**Question**

In a PBE calculation, wurtzite ZnO at zero pressure has a band gap of 0.744 eV. Two magnitudes are worth remembering: the first GPa removes a little under 1 % of the volume, and each percent of volume lost widens the gap by about 15 meV. Take the bulk modulus at zero pressure as $B_0 = 4\times 32$ GPa, and let it grow by 4 GPa for every GPa applied, as is usual for solids.

(a) Estimate the gap at 8 and at 60 GPa without a computer.
(b) Why does each further GPa widen the gap less than the one before?
(c) How far can the estimate be trusted?

**Model answer**

(a) Pressure acts on the gap by bringing the atoms closer, so the pressure $P$ is first turned into a volume $V$. The bulk modulus is the pressure step divided by the relative volume loss that it causes, $B=-V\,dP/dV$. With $B = B_0+4P$ this gives $dV/V=-dP/(B_0+4P)$. Integrating from the volume $V_0$ at zero pressure yields

$$\frac{V}{V_0}=\left(1+\frac{P}{32\ \text{GPa}}\right)^{-1/4}.$$

The fourth root is two square roots in succession. If $f$ is the volume lost in percent of $V_0$, the gap is

$$E_g\approx 0.744\ \text{eV}+0.015\ \text{eV}\times f.$$

At 60 GPa the bracket is 2.875. Its square root is 1.696, and the root of that is 1.302. The inverse is 0.768, so $f = 23.2$ and

$$E_g\approx 0.744+0.015\times 23.2=1.092\ \text{eV}.$$

At 8 GPa the bracket is 1.25 and the two roots give 1.057. About 5.4 % of the volume is lost, and the gap comes to 0.825 eV.

(b) The crystal stiffens. As the atoms approach, the repulsion between their electron shells rises steeply, and each further GPa removes less volume. The gap follows the volume, so it gains less too.

(c) The calculated values decide.

Wurtzite ZnO (P6_3mc, 4 atoms per cell), relaxed under hydrostatic pressure at zero temperature with its symmetry kept, calculated with Ansatz 0.2.0 (PBE, plane-wave PAW, scalar-relativistic, cutoff 420 eV, k mesh 12×12×6). Changes are relative to the cell relaxed at zero pressure, with a = 3.279 and c = 5.293 Å; band gaps are taken on the k mesh.

| applied pressure (GPa) | volume change (%) | a change (%) | c change (%) | band gap (eV) | gap kind |
| --- | --- | --- | --- | --- | --- |
| -3 | 2.52 | 0.83 | 0.85 | 0.707 | direct |
| 3 | -2.21 | -0.74 | -0.74 | 0.777 | direct |
| 8 | -5.34 | -1.81 | -1.83 | 0.823 | direct |
| 15 | -9.01 | -3.09 | -3.12 | 0.878 | direct |
| 30 | -14.99 | -5.25 | -5.30 | 0.971 | indirect |
| 60 | -22.96 | -8.31 | -8.37 | 1.098 | direct |

The rule stays within 6 meV of the calculated gap in all six rows. At 60 GPa that is under 2 % of the total rise since zero pressure. The stiffness and the 15 meV were taken from the rows at −3 and 3 GPa and then rounded, so neither worked row helped to set them. The starting gap comes from a separate run at zero pressure, and interpolation between those two rows agrees with it.

**Remarks on the reasoning**

The table confirms that the gap follows the volume, as (b) says; the repulsion behind the stiffening is general theory. From the first pressure interval to the last, the rise per GPa falls by a factor of 2.8, while the rise per percent of volume grows by only 8 %. The gap therefore bends against pressure because the volume does, and the growing gain per percent even straightens it slightly. A candidate who draws a straight line in pressure through the two rows nearest zero is 15 meV too high at 8 GPa and about 350 meV too high at 60 GPa.

The percent must be counted from the original volume. Counting it afresh from the shrunken cell at each step makes the gap linear in the logarithm of the volume, and the estimate at 60 GPa, made with the unrounded constants, then comes out 39 meV too high. Theory promises a straight line only for small changes; that it serves up to a loss of 23 % is a finding of this table. Even so, the gain per percent creeps upward at high pressure, and at 60 GPa a slightly overestimated volume loss hides part of that.

Why compression opens the gap is argued from bonding, since the table gives only the distance between the band edges. The lowest conduction state is an antibonding mixture with much Zn 4s character, and closer atoms push it up. The highest valence state is mainly O 2p. Its mixing with the filled Zn 3d shell below it grows as the atoms approach. This is expected to push it up as well and so to take back part of the gain.

PBE places that 3d shell too close to the O 2p states, which is one reason why its gap is far below the measured value of roughly 3.4 eV (recalled). The measured rise with pressure is, again as a rough recalled value, about twice the calculated 12 meV per GPa near zero. The constants thus reproduce the calculation and should not be used to calibrate a real sample.

The word "indirect" at 30 GPa does not mean that a band edge has left the zone centre. In that run, as in the others, both edges found on the k mesh lie at the zone centre, so the rule describes the gap at one and the same point of the zone throughout. A band edge lying between the mesh points would have been missed.

Real ZnO changes to the rocksalt structure near 10 GPa (recalled), whereas the calculation kept the wurtzite symmetry. The rows from 15 GPa upward describe a crystal that has not transformed, and for rocksalt the rule has no basis.

For wurtzite ZnO at this level of theory, 12 meV per GPa is good enough up to a few GPa. Beyond that, work out the lost volume first and allow 15 meV for each percent of it.

Numerical output:

```
gap slope from the rows at -3 and 3 GPa (meV per percent of volume lost): 14.8
gap at zero pressure interpolated between these rows (eV): 0.7443
bulk modulus from these rows (GPa): 127
a quarter of that bulk modulus (GPa): 31.76
Steps of the rounded rule:
  row  one plus P/32  first root  second root  volume lost by rule (%)  gap by rule (eV)
   -3         0.9062       0.952       0.9757                   -2.492            0.7066
    3          1.094       1.046        1.023                    2.215            0.7772
    8           1.25       1.118        1.057                    5.426            0.8254
   15          1.469       1.212        1.101                    9.163            0.8814
   30          1.938       1.392         1.18                    15.24            0.9726
   60          2.875       1.696        1.302                     23.2             1.092
Estimate less computed value:
  row  volume lost (% points)  rounded rule (meV)  unrounded rule (meV)  log of volume (meV)  line in pressure (meV)
   -3                 0.02847              -0.373                0.1194               0.5285                   2.294
    3                0.005396              0.2309                0.3183               0.7379                   2.294
    8                 0.08584               2.388                 2.129                4.534                   14.63
   15                  0.1529               3.444                 2.722                 9.62                   41.29
   30                  0.2503               1.604              0.001474                19.71                   123.3
   60                  0.2437              -5.945                -8.891                 39.4                   346.3
Rise of the gap since the row before:
  row  meV per GPa  meV per percent of volume lost
    3        11.67                            14.8
    8          9.2                            14.7
   15        7.857                           14.99
   30          6.2                           15.55
   60        4.233                           15.93
largest miss of the rounded rule over all rows (meV): 5.945
rms miss of the rounded rule on the four rows above 3 GPa (meV): 3.724
largest miss in volume lost over all rows (% points): 0.2503
shift of the 60 GPa estimate that rounding of the two gaps allows (meV): 4.854
largest over smallest rise per GPa: 2.756
largest over smallest rise per percent of volume: 1.084
largest change of the ratio c/a in any row (%): 0.06544
```
